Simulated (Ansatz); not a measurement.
A run of Ansatz 0.2.0:

File input.yaml:

```yaml
crystal:
  lattice:
    - [0.0, 2.0859016414, 2.0859016414]
    - [2.0859016414, 0.0, 2.0859016414]
    - [2.0859016414, 2.0859016414, 0.0]
  atoms:
    - { symbol: Ni, position: [0.0, 0.0, 0.0], spin: 1.0 }
    - { symbol: O, position: [0.5, 0.5, 0.5] }
kpoints:
  mp_grid: { grid: [11, 11, 11] }
scf:
  occupations: { method: fermi_dirac, width: 0.05 }
hamiltonian:
  xc: pbesol
  pseudopotentials: { kind: all_electron, lapw: { basis_error: 0.001 } }
magnetization:
  spin_polarized: true
output:
  forces: true
  stress: true
relax:
  f_tol: 0.005
  max_steps: 60
  cell: {}
```

Potentials or basis: all-electron LAPW, scalar-relativistic.

The run is started by

```bash
$ ansatz run input.yaml --threads 2 --pin off --max-ram 6144MiB --backend cpu --events-out ev --progress --plain --runs-dir out
```

Hardware: 2 threads of Arm Neoverse V1 (shared host).

Question: How long does it take, and how much memory?

Answer: Run time: 49 s on 2 threads of Arm Neoverse V1 (shared host), peak memory 0.45 GiB. Counts: scf iterations 40, plane waves 331, k points 56, bands 18, ion steps 5.
